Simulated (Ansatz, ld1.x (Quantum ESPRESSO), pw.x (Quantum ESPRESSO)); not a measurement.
C: does the PAW potential hold in the solid?

ld1.x (Quantum ESPRESSO) 7.5 input, shortened:

```
&input
   title='C', zed=6., rel=1, dft='PBE', iswitch=3,
   config='[He] 2s2 2p2 3d-2'
 /
 &inputp
   pseudotype=3, lpaw=.true., tm=.true., lloc=-1, rcloc=1.30,
   nlcc=.true.,
   which_augfun='PSQ', rmatch_augfun_nc=.true.
 /
6
2S  1  0   2.00   0.00  1.15  1.50  0.0
2S  1  0   0.00   0.20  1.15  1.50  0.0
2P  2  1   2.00   0.00  1.65  2.25  0.0
2P  2  1   0.00   1.25  1.65  2.25  0.0
3D  3  2  -2.00   0.40  1.65  2.05  0.0
3D  3  2  -2.00   2.60  1.65  2.05  0.0
 &test
   configts(1)='2s2 2p2'
 /
```

Crystal test: bcc C in pw.x 7.5, no spin, 18³ k-points, Fermi–Dirac smearing 0.01 Ry, cutoffs 40/320 Ry. The reference is all-electron LAPW (Ansatz 0.2.0) with the same functional, mesh and smearing; V0 and B0 come from Birch–Murnaghan fits to the pressures at five volumes. Errors are pseudo minus all-electron; Δ is the rms difference of the E(V) curves that follow from these fits, minima aligned, over ±6 % about the mean V0. Mesh and smearing are coarse, so the numbers serve the comparison and aren't converged zero-temperature values; the lattice is a test structure that the element need not adopt.

All-electron: a0 = 2.375 Å (V0 = 6.70 Å³/atom), B0 = 182.8 GPa.

How far does the potential miss the all-electron equation of state?

mean pressure error (GPa): -27.19. The pressure does not cross zero within the volumes sampled, so no fit is given. The largest radius (2.25 bohr) exceeds half the bond length (1.93 bohr), so the spheres overlap, which is one possible source of error among others. This is a poor potential for the solid. The atomic tests give no hint of an error of this size, and its cause was not traced.

```csv
V (Å³/atom),P all-electron (GPa),P pseudo (GPa)
6.226,15.56,-15.91
6.390,9.46,-19.72
6.554,4.10,-23.03
6.718,-0.60,-25.71
6.882,-4.71,-27.80
```

At the middle volume, how do free energy and pressure move when the wave cutoff is lowered (ecutrho held at 320 Ry)?

| cutoff (Ry) | shift of F (meV/atom) | shift of P (GPa) |
| --- | --- | --- |
| 18 | +138.9 | +3.02 |
| 24 | +94.5 | +7.50 |
| 32 | +52.2 | +1.04 |

Input at the middle volume:

```
&control
  calculation='scf', prefix='x', pseudo_dir='./', outdir='./tmp', tstress=.true., disk_io='low'
/
&system
  ibrav=0, nat=1, ntyp=1, ecutwfc=40, ecutrho=320, nbnd=9,
  occupations='smearing', smearing='fd', degauss=0.01
/
&electrons
  conv_thr=1e-09, mixing_beta=0.4, electron_maxstep=70
/
ATOMIC_SPECIES
C 1.0 C.UPF
CELL_PARAMETERS angstrom
  -1.17891406 1.17891406 1.17891406
  1.17891406 -1.17891406 1.17891406
  1.17891406 1.17891406 -1.17891406
ATOMIC_POSITIONS crystal
C 0.0000 0.0000 0.0000
K_POINTS automatic
18 18 18 0 0 0
```

```bash
pw.x < C.scf.in > C.scf.out
```

Lines of the output:

```
Message from routine setup:
     using ibrav=0 with symmetry is DISCOURAGED, use correct ibrav instead
     lattice parameter (alat)  =       3.8587  a.u.
     unit-cell volume          =      44.2286 (a.u.)^3
     number of electrons       =         4.00
     number of Kohn-Sham states=            9
     kinetic-energy cutoff     =      40.0000  Ry
     charge density cutoff     =     320.0000  Ry
     scf convergence threshold =      1.0E-09
     Exchange-correlation= SLA  PW   PBX  PBC
     number of k points=   195  Fermi-Dirac smearing, width (Ry)=  0.0100
     iteration #  1     ecut=    40.00 Ry     beta= 0.40
     total energy              =     -18.15453084 Ry
     estimated scf accuracy    <       0.00335105 Ry
     iteration #  2     ecut=    40.00 Ry     beta= 0.40
     total energy              =     -18.15401303 Ry
     estimated scf accuracy    <       0.00097256 Ry
     iteration #  3     ecut=    40.00 Ry     beta= 0.40
     total energy              =     -18.15406471 Ry
     estimated scf accuracy    <       0.00000985 Ry
     iteration #  4     ecut=    40.00 Ry     beta= 0.40
     total energy              =     -18.15406516 Ry
     estimated scf accuracy    <       0.00000023 Ry
     iteration #  5     ecut=    40.00 Ry     beta= 0.40
     total energy              =     -18.15406517 Ry
     estimated scf accuracy    <          1.7E-09 Ry
     iteration #  6     ecut=    40.00 Ry     beta= 0.40
     the Fermi energy is    11.8655 ev
!    total energy              =     -18.15406517 Ry
     estimated scf accuracy    <          1.5E-10 Ry
     smearing contrib. (-TS)   =      -0.00155393 Ry
     The total energy is F=E-TS. E is the sum of the following terms:
     one-electron contribution =       5.14606524 Ry
     hartree contribution      =       0.29670789 Ry
     xc contribution           =      -4.36872464 Ry
     ewald contribution        =     -13.06829376 Ry
     one-center paw contrib.   =      -6.15826598 Ry
     convergence has been achieved in   6 iterations
          total   stress  (Ry/bohr**3)                   (kbar)     P=     -230.26
```

The run at the middle volume (195 k-points, 6 iterations) took about 3.8 s on one core of a shared host (Intel(R) Xeon(R) 6975P-C, 64 threads, 496 GiB, load 46).
